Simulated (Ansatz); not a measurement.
SnO$_{2}$: a fit and a missing row

SnO$_{2}$, P4_2/mnm, a = 4.760 Å, c = 3.201 Å. Ansatz: r2SCAN, PAW, 500 eV, Γ-centred 6×6×8 mesh on 6 atoms, Gaussian smearing 0.02 eV; no spin polarisation. Shape and atoms are relaxed at each volume; pressure is positive in compression.

| V (Å³/atom) | P (GPa) |
| --- | --- |
| 11.362 | 14.70 |
| 11.724 | 6.69 |
| 12.087 | 0.00 |
| 12.449 | ? |
| 12.812 | -10.09 |

Problem. Take V0 = 12.087 Å³/atom, fit the third-order Birch–Murnaghan form to the other rows, and predict the missing pressure.

Solution. With the Eulerian strain f = ½[(V0/V)^(2/3) − 1] and y = P/[3f(1 + 2f)^(5/2)], the form is the line y = B0 + 1.5 B0 (B0′ − 4) f. Rows (f, y): 0.02105, 210.0; 0.01027, 206.4; -0.01905, 194.6. Means f = 0.004090, y = 203.67; Σ(Δf)² = 0.0008613, ΣΔfΔy = 0.3341; the slope is their ratio. y = 202.1 + 387.9 f GPa, so B0 = 202.1 GPa and B0′ = 4 + 2 × (387.9)/(3 × 202.1) = 5.28. At V = 12.449, f = -0.00974, y = 198.32 and P = -5.52 GPa. The run gave -5.55 GPa, so the fit is 0.03 GPa too high, a small miss on the scale of the series.

Cost: 5 runs of about 6.6 core-minutes in all, on Arm Neoverse V1 (shared hosts).

Equal volume steps cost more pressure in compression than they release in expansion, so SnO₂ stiffens steadily as it is squeezed. The bulk modulus of 202.1 GPa is that of a hard oxide, as expected for a rutile framework of strong, polar Sn–O bonds in linked octahedra. Shortening these bonds meets steeply rising Pauli repulsion between closed shells, while stretching them weakens the restoring force; this anharmonicity is what puts B0′ above 4.

The recovered pressure at 12.449 Å³/atom supports the fit as an interpolation, but tests B0′ only weakly: close to V0 the curvature term contributes little, and dividing by a small strain magnifies any small pressure error in y. The modulus is therefore probably better determined than its derivative. Since rutile SnO₂ is known to distort to a CaCl₂-type structure under pressure, a smooth curve for the one phase says nothing about its stability at the compressed end.
